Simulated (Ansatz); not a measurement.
Be: distorted cells

Computed with DFT PBEsol, scalar-relativistic, plane waves, PAW (Ansatz 0.2.0).

Plane waves to 420 eV, a k mesh through Γ of 20×20×20 on the computed 1-atom cell and Gaussian smearing (0.10 eV); no spin polarisation.

Reference cell:

```xyz
1
Lattice="-1.2531 1.2531 1.2531 1.2531 -1.2531 1.2531 1.2531 1.2531 -1.2531" Properties=species:S:1:pos:R:3 pbc="T T T"
Be    0.0000    0.0000    0.0000
```

Each variant moves atoms of this cell by the vectors given, if any (Å), and then applies a symmetric strain (tensor components, Cartesian axes). The reference cell isn't relaxed at this level. Energies are per atom at zero smearing, counted from the lowest variant. Pressure is positive in compression.

1. strain (xx yy zz yz xz xy, %) -2.99 -3.06 -2.65 0.00 1.00 0.00
2. strain (xx yy zz yz xz xy, %) 4.01 4.84 3.31 -2.00 0.00 0.00
3. strain (xx yy zz yz xz xy, %) 1.74 2.50 0.62 -0.19 -0.40 -0.31

```csv
variant,ΔE (meV/atom),P (GPa),space group
1,5.2,10.25,C2/m
2,43.5,-12.93,C2/m
3,0.0,-7.20,P-1
```

This bcc form isn't the element's structure at ambient conditions.